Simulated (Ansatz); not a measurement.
## SnO$_{2}$: relaxed-ion elastic tensor

The calculation used Ansatz 0.2.0, DFT LDA, scalar-relativistic, plane waves, PAW. Settings: 420 eV plane-wave cutoff, Γ-centred 6×6×6 mesh, fixed occupations. No spin polarisation.

The cell, relaxed at this level:
```
CELL_PARAMETERS angstrom
4.70341 0.00000 0.00000
0.00000 5.69497 0.00000
0.00000 0.00000 5.20424
ATOMIC_POSITIONS crystal
Sn 0.50000 0.66731 0.75000
Sn 0.00000 0.83269 0.25000
Sn 0.50000 0.33269 0.25000
Sn 0.00000 0.16731 0.75000
O 0.73100 0.60491 0.07765
O 0.23100 0.89509 0.92235
O 0.76900 0.89509 0.57765
O 0.26900 0.60491 0.42235
O 0.73100 0.39509 0.57765
O 0.23100 0.10491 0.42235
O 0.76900 0.10491 0.07765
O 0.26900 0.39509 0.92235
```

Question: Give the relaxed-ion elastic constants (GPa, Voigt order xx yy zz yz xz xy, on the axes of the cell above).

Answer:
C11 = 269.0, C12 = 167.9, C13 = 163.8, C22 = 284.5, C23 = 115.7, C33 = 328.0, C44 = 80.2, C55 = 102.5, C66 = 121.5 GPa; the others vanish.

Question: Is the crystal stable against homogeneous strain?

Answer: Yes: the least eigenvalue of the tensor is 80.2 GPa.

Question: And the moduli of a polycrystal (Hill averages)?

Answer: B = 197 GPa, G = 85 GPa, E = 224 GPa, ν = 0.31.

This form isn't the usual stable structure of the compound.

Cost: 1 run of about 20 core-minutes, on Intel Xeon Platinum 8488C (Sapphire Rapids) (shared hosts).